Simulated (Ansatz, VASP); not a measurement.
**PbSe: VASP beside Ansatz**

INCAR

```
ALGO = Normal
EDIFF = 1E-6
ENCUT = 520
GGA = PE
ISIF = 2
ISMEAR = 0
LASPH = True
LCHARG = False
LREAL = False
LWAVE = False
NBANDS = 17
NELM = 80
PREC = Accurate
SIGMA = 0.03
```

KPOINTS

```
k-points
0
Gamma
  10 10 10
```

POSCAR

```
PbSe
1.0
    0.0000000000      2.9663944448      3.2630338893
    2.9663944448      0.0000000000      3.2630338893
    2.9663944448      2.9663944448      0.0000000000
Pb Se
1 1
Direct
    0.0000000000      0.0000000000      0.0000000000
    0.5000000000      0.5000000000      0.5000000000
```

Input for Ansatz:

```yaml
crystal:
  lattice:
    - [0.0, 2.9663944448, 3.2630338893]
    - [2.9663944448, 0.0, 3.2630338893]
    - [2.9663944448, 2.9663944448, 0.0]
  atoms:
    - { symbol: Pb, position: [0.0, 0.0, 0.0] }
    - { symbol: Se, position: [0.5, 0.5, 0.5] }
basis:
  ecutwfc: 420
kpoints:
  mp_grid: { grid: [10, 10, 10] }
hamiltonian:
  xc: pbe
scf:
  occupations: { method: gaussian, width: 0.03 }
output:
  forces: true
  stress: true
  eigenvalues: true
```

Alike in both runs: task single point; functional PBE; k mesh 10 × 10 × 10; occupations gaussian, width 0.03 eV; no spin polarisation.

|  | VASP | Ansatz |
| --- | --- | --- |
| version | VASP 6.6.1 | Ansatz 0.2.0 |
| potentials or method | VASP PAW PBE potentials, release 64 (Pb_d, Se) | scalar-relativistic, plane waves, PAW |
| plane-wave cutoff (eV) | 520 | 420 |
| valence electrons in the cell | 20 | 30 |

Ansatz gave:

* gap on the k mesh at the Fermi level (eV): 0.07
* least direct gap on the mesh (eV): 0.07
* pressure (GPa): 3.6
* largest component of the traceless stress (GPa): 6.87

Q: What did VASP give for the same quantities?

A: gap on the k mesh at the Fermi level (eV): 0.08; least direct gap on the mesh (eV): 0.08; pressure (GPa): 3.6; largest component of the traceless stress (GPa): 6.88.

The two sets of potentials don't hold the same shells in valence.

Caveats: spin-orbit coupling is left out, which as a rule narrows the gap of such compounds by several tenths of an eV.
